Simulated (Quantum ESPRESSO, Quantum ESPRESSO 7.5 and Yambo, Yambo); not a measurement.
**MgO (Fm-3m): one start, several treatments of the self-energy**

Aim: compare treatments of exchange, screening and correlation for the gap of MgO (Fm-3m).

Method: PBE and many-body steps on it, plane waves, in Quantum ESPRESSO 7.5 and Yambo 5.3.0.

**What was measured.**

- Gap 7.83 eV: direct gap at Gamma, low temperature; bulk crystal (literature value) (quoted in “The Band-Gap Studies of Short-Period CdO/MgO Superlattices”, 2021, pmc:8035356).

## (1) Set-up

The structure is cubic, space group Fm-3m (No. 225). The conventional cell has a = 4.194 Å, b = 4.194 Å, c = 4.194 Å, α = 90.00°, β = 90.00°, γ = 90.00°. Mg has 6 O at 2.10 Å nearest. O has 6 Mg at 2.10 Å nearest. Farther neighbours and most contacts between anions are not listed.

The cell and positions are those that the Materials Project relaxed with its own functionals (PBE, PBE+U or r2SCAN), kept fixed.

## (2) Empty states on the mesh, 6×6×6 mesh, 126 bands

This step: Quantum ESPRESSO 7.5; DFT, PBE, plane waves, norm-conserving pseudopotentials.

The sums over transitions need many empty states on a uniform mesh; this step solves for them.

The input, pw.in:

```
&control
  calculation = 'nscf'
  prefix = 'x'
  outdir = 'o'
  pseudo_dir = 'pseudo'
/
&system
  ibrav = 0
  nat = 2
  ntyp = 2
  ecutwfc = 76.0
  nbnd = 126
  force_symmorphic = .true.
/
&electrons
  conv_thr = 1e-9
  electron_maxstep = 80
  diago_full_acc = .true.
  diago_thr_init = 5e-6
/
ATOMIC_SPECIES
  Mg 24.305 Mg.upf
  O 15.999 O.upf
CELL_PARAMETERS angstrom
  -0.0000000000 2.0970013927 2.0970013927
  2.0970013927 -0.0000000000 2.0970013927
  2.0970013927 2.0970013927 -0.0000000000
ATOMIC_POSITIONS crystal
  Mg 0.0000000000 0.0000000000 0.0000000000
  O 0.5000000000 0.5000000000 0.5000000000
K_POINTS automatic
  6 6 6 0 0 0
```

Command:

```
> OMP_NUM_THREADS=1 mpirun -n 8 pw.x -nk 4 -in pw.in > pw.out
```

What it wrote:

```text
Program PWSCF v.7.5 starts

     This program is part of the open-source Quantum ESPRESSO suite
     for quantum simulation of materials; please cite
         "P. Giannozzi et al., J. Phys.:Condens. Matter 21 395502 (2009);
         "P. Giannozzi et al., J. Phys.:Condens. Matter 29 465901 (2017);
         "P. Giannozzi et al., J. Chem. Phys. 152 154105 (2020);
     in publications or presentations arising from this work. More details at

     Atomic positions and unit cell read from directory:
     o/x.save/

     Message from routine setup:
[...]
132.2841 134.1713 134.1713 136.5977 138.1297 138.1297 139.8111 145.9649
     [... 4 further rows ...]
   181.4831 181.6616 181.7627 182.1221 182.1221 187.7192 190.5992 190.5992
   193.4104 193.4104 194.4572 197.4041 197.6155 197.6155

          k =-0.3536-0.3536 0.3536 (  1404 PWs)   bands (ev):

     [... further k-points ...]

     highest occupied, lowest unoccupied level (ev):     8.2133   13.1082

     XML data file, pseudopotentials, collected wavefunctions

=------------------------------------------------------------------------------=
   JOB DONE.
=------------------------------------------------------------------------------=
```

Run time: 3.4 s. Hardware: 8 MPI ranks of Arm Neoverse V2, shared host; peak memory 0.37 GiB; 26 s of CPU time.

This step gave:

| Property | Result |
| --- | --- |
| gap | 4.895 eV |
| k of the valence top | 0, 0, 0 |
| k of the conduction bottom | 0, 0, 0 |
| least direct gap | 4.895 eV |
| k points computed | 16 |
| lowest point of the top converged band, above the valence top | 182.5414 eV |

On this mesh the gap is 4.895 eV.

The density comes from a self-consistent run that is not shown.

## (3) Conversion and set-up

This step: Yambo 5.3.0; conversion and set-up on PBE, plane waves, norm-conserving pseudopotentials.

The states are converted to the many-body program's format and the q mesh is built.

Command:

```
> (cd o/x.save; p2y > p2y.log; mv SAVE ../..); yambo > setup.log
```

What it wrote:

```text
 Yambo, version 5.3.0

 [02] CORE Variables Setup
 =========================

  [02.01] Unit cells
  ==================

  Cell kind             :  FCC
  Atoms in the cell     :  Mg  O
  number of Mg atoms    :  1
  number of O  atoms    :  1

  List of atomic masses
  Mass of Mg    :  24.30500
  Mass of O     :  15.99900

  List of atomic coordinates    : [cc]
  Mg1       :  0.000000  0.000000  0.000000  order 1
  O1       :  3.962758  3.962758  3.962758  order 2

  Alat factors          :  3.962758  3.962758  3.962758 [a.u.]
  Direct lattice volume :  124.4580 [a.u.]
[...]
Q [ 1]         [rlu]:  0.000000  0.000000  0.000000
 Q [ 2]         [rlu]:  0.26641E-17  0.26641E-17  0.16667
 Q [ 3]         [rlu]:  0.53282E-17  0.53282E-17  0.33333
[...]
Q [ 8]         [rlu]:  0.13140E-16  0.16667     -0.33333
 Q [ 9]         [rlu]: -0.33084E-16  0.16667     -0.16667
 Q [10]         [rlu]: -0.18077E-17  0.33333      0.33333
     [... 4 further rows ...]
 Q [15]         [rlu]:  0.166667  0.333333 -0.333333
 Q [16]         [rlu]:  0.166667 -0.500000 -0.333333

  [03.01] X indexes
  =================

   [03.01.01] Sigma indexes
   ========================

 [06] Game Over & Game summary
```

Elapsed: 1.8 s, on 1 MPI rank; peak memory 0.23 GiB.

## (4) G0W0, Godby-Needs plasmon pole

Now the one-shot GW correction: screening in the RPA, then the self-energy of the levels asked for.

This step: G0W0 on PBE, plane waves, norm-conserving pseudopotentials.

The input, gw2.in:

```
HF_and_locXC
gw0
dyson
ppa
em1d
rim_cut
RandQpts= 1000000
RandGvec= 1 RL
EXXRLvcs= 76 Ry
VXCRLvcs= 304 Ry
Chimod= "HARTREE"
% BndsRnXp
 1 | 56 |
%
NGsBlkXp= 10.5 Ry
% LongDrXp
 1 | 1 | 1 |
%
% GbndRnge
 1 | 56 |
%
DysSolver= "n"
ExtendOut
PPAPntXp= 27.21138 eV
% QPkrange
 1 | 1 | 7 | 10 |
%
```

Command:

```
> OMP_NUM_THREADS=1 mpirun -n 8 yambo -F gw2.in -J gw2 -C gw2 > gw2.log
```

What it wrote:

```text
 Yambo, version 5.3.0

 [02] CORE Variables Setup
 =========================

  [... cell, symmetries and grids as in the set-up ...]

  [02.05] Energies & Occupations
  ==============================

  [X] === General ===
  [X] Electronic Temperature                        :  0.000000  0.000000 [eV K]
  [X] Bosonic    Temperature                        :  0.000000  0.000000 [eV K]
  [X] Finite Temperature mode                       : no
  [X] El. density                                   :  0.86755E+24 [cm-3]
  [X] Fermi Level                                   :  8.213321 [eV]

  [X] === Gaps and Widths ===
  [X] Conduction Band Min                           :  4.894832 [eV]
  [X] Valence Band Max                              :  0.000000 [eV]
  [X] Filled Bands                                  :   8
  [X] Empty Bands                                   :    9  126
  [X] Direct Gap                                    :  4.894832 [eV]
  [X] Direct Gap localized at k                     :  1
  [X] Indirect Gap                                  :  4.894832 [eV]
  [X] Indirect Gap between kpts                     :  1  1
  [X] Last valence band width                       :  1.673727 [eV]
  [X] 1st conduction band width                     :  5.802527 [eV]

 [03] Transferred momenta grid and indexing
 ==========================================

 IBZ Q-points                                      :  16
 BZ  Q-points                                      :  216

 K/Q-points units:
 rlu = crystal or reduced units; cc = cartesian coordinates; iku = interal k-units

 Q [ 1]         [rlu]:  0.000000  0.000000  0.000000
 Q [ 2]         [rlu]:  0.26641E-17  0.26641E-17  0.16667
 Q [ 3]         [rlu]:  0.53282E-17  0.53282E-17  0.33333
 Q [ 4]         [rlu]:  0.13140E-16  0.13140E-16 -0.50000
 Q [ 5]         [rlu]:  0.16601E-16  0.16667      0.16667
 Q [ 6]         [rlu]:  0.26641E-17  0.16667      0.33333
 Q [ 7]         [rlu]:  0.75349E-16  0.16667      0.50000
 Q [ 8]         [rlu]:  0.13140E-16  0.16667     -0.33333
 Q [ 9]         [rlu]: -0.33084E-16  0.16667     -0.16667
 Q [10]         [rlu]: -0.18077E-17  0.33333      0.33333
     [... 4 further rows ...]
 Q [15]         [rlu]:  0.166667  0.333333 -0.333333
 Q [16]         [rlu]:  0.166667 -0.500000 -0.333333

 [04] Coloumb potential Random Integration (RIM)
 ===============================================

  [04.01] RIM initialization
  ==========================

  * Diagonal components only detected *

  8 x (sBL volume)        :  0.073816 [a.u.]
  sBZ random points       :  1000000
  Points outside the sBZ  :   7999624
  RL volume               :  1.993044 [a.u.]
  Integrated volume       :  1.993138 [a.u.]

  [04.02] RIM integrals
  =====================

  Gamma point sphere radius             :  0.076091 [a.u.]
  Points outside the sphere             :   799635
  [Int_sBZ(q=0) 1/q^2]*(Vol_sBZ)^(-1/3) =:  7.763403
                                 should be <:  7.795600

  Summary of Coulomb integrals for non-metallic bands |Q|[au] RIM/Bare

  Q [1] 0.100000E-4 0.995870 * Q [2] 0.228856 1.063761
  Q [5] 0.264260 1.062979 * Q [9] 0.373720 1.026387
  Q [6] 0.438225 1.018651 * Q [3] 0.457711 1.016124
  Q [10] 0.528520 1.013120 * Q [8] 0.575941 1.010916
  Q [14] 0.590903 1.010043 * Q [7] 0.647302 1.008142
  Q [11] 0.686567 1.007445 * Q [4] 0.686567 1.007625
  Q [12] 0.747439 1.006547 * Q [15] 0.781691 1.006011
  Q [13] 0.792779 1.005754 * Q [16] 0.835663 1.005109

 [WARNING] [Xp] User bands 1-56 break level degeneracy

 [05] Dipoles
 ============

  [05.01] Setup: observables and procedures
  =========================================

 [06] Dynamic Dielectric Matrix (PPA)
 ====================================

 [SLK-Inversion]  Pools        :  2
 [SLK-Inversion]  BLACS grid   :  2  2

 [WR./gw2//ndb.pp]---------------------------------------------------------------
  Brillouin Zone Q/K grids (IBZ/BZ)                :   16  216   16  216
  RL vectors                                       :  1893 [WF]
  Coulomb cutoff potential                         : none
  Electronic Temperature                           :  0.000000 [K]
  Bosonic    Temperature                           :  0.000000 [K]
  PPA    diel. fun.  energies                      : Perdew, Burke & Ernzerhof(X)+Perdew, Burke & Ernzerhof(C)
  wavefunctions                                    : Perdew, Burke & Ernzerhof(X)+Perdew, Burke & Ernzerhof(C)
  Global Gauge                                     : length
  X matrix size                                    :   65
  X band range                                     :    1   56
  X e/h energy range                               : -1.000000 -1.000000 [eV]
  X Time ordering                                  : R
  X Hxc Kernel                                     : HARTREE
  X Drude frequency                                :  0.000000  0.000000
  X poles                                          :  100.0000 [o/o]
  RL vectors in the sum                            :  1893
  [r,Vnl] included                                 : yes
  Field direction                                  :  0.577350E-5  0.577350E-5  0.577350E-5
  BZ energy Double Grid                            : no
  BZ energy DbGd points                            : 0
  BZ Q point size factor                           : -1.000000
  X Optical Averaged directions                    : none

 [07] Local Exchange-Correlation + Non-Local Fock
 ================================================

 [VXC] Plane waves :  11113
 [EXS] Plane waves :  1459

 QP @ state[ 1 ] K range:  1  1
 QP @ state[ 1 ] b range:   7  10

 [xc] Functional : Perdew, Burke & Ernzerhof(X)+Perdew, Burke & Ernzerhof(C)
 [xc] LIBXC used to calculate xc functional
  PP Number of Atomic Species                      :  2
  NLCC RL compoments                               :  11113
  PP Number of Atomic Species                      :  2
  NLCC RL compoments                               :  11113

 [xc] E_xc :  -11.59305 [Ha]
      E_xc :  -23.18610 [Ry]

  Local XC kind (lXC) : Perdew, Burke & Ernzerhof(X)+Perdew, Burke & Ernzerhof(C)
  Non-Local XC kind (nlXC) : Hartree-Fock

  Corrections @ K [1] :  [eV]
 <7|nlXC|7> = -25.54909 -0.18085E-17 <7|lXC|7> = -20.15372 -0.99397E-20
 <8|nlXC|8> = -25.54910 -0.63500E-18 <8|lXC|8> = -20.15372 -0.47203E-16
 <9|nlXC|9> = -8.992304 -0.20748E-17 <9|lXC|9> = -13.56135 -0.56639E-15
 <10|nlXC|10> = -3.742473 -0.18719E-18 <10|lXC|10> = -9.643180 -0.28323E-15

 [08] Dyson equation: Newton solver
 ==================================

  [08.01] G0W0 (W PPA)
  ====================

  [  GW  ] Bands range     :    1   56
  [GW/PPA] G damping       :  0.100000 [eV]

  QP @ state[ 1 ] K range:  1  1
  QP @ state[ 1 ] b range:   7  10

   Sc/G bands                                       :    1   56
   Sc/G damping                                     :  0.100000 ev
   Sc bands terminator                              : no
   Sx RL components                                 :  1459

   QP @ state[ 1 ] K range                          :  1  1
   QP @ state[ 1 ] b range                          :   7  10
   GF energies kind                                 : Perdew, Burke & Ernzerhof(X)+Perdew, Burke & Ernzerhof(C)
   GF WF`s kind                                     : Perdew, Burke & Ernzerhof(X)+Perdew, Burke & Ernzerhof(C)
   Xs energies kind                                 : Perdew, Burke & Ernzerhof(X)+Perdew, Burke & Ernzerhof(C)
   Xs WF`s kind                                     : Perdew, Burke & Ernzerhof(X)+Perdew, Burke & Ernzerhof(C)

 [11] Game Over & Game summary
```

The job ended after 20 s (8 MPI ranks; peak memory 2.4 GiB; 2.5 min of CPU time).

This step gave:

* G0W0 gap on the points computed: 7.023 eV
* starting gap on the mesh: 4.895 eV
* k of the valence top: 0, 0, 0
* k of the conduction bottom: 0, 0, 0
* least direct G0W0 gap on the computed points: 7.023 eV
* Z at the valence top: 0.8074
* Z at the conduction bottom: 0.8546

The gap on the mesh goes from 4.89 eV to 7.02 eV, a correction of +2.13 eV.

(Continued in part 2 of 2.)

[Paths, hosts, dates, memory and timing lines, banners, echoed tables and standing remarks are left out of the program output.]

[Logs are printed without paths, hosts, clocks, repeated set-up lines and the standing remarks that a program may print on its own settings, such as how far it seeks lower states.]

[Runs of the session that timed out or met a known fault of the program may be left out.]

[Hosts, paths, dates, database ids (printed as entryN), source tags and the programs' standing remarks are cut or masked in the printed files.]
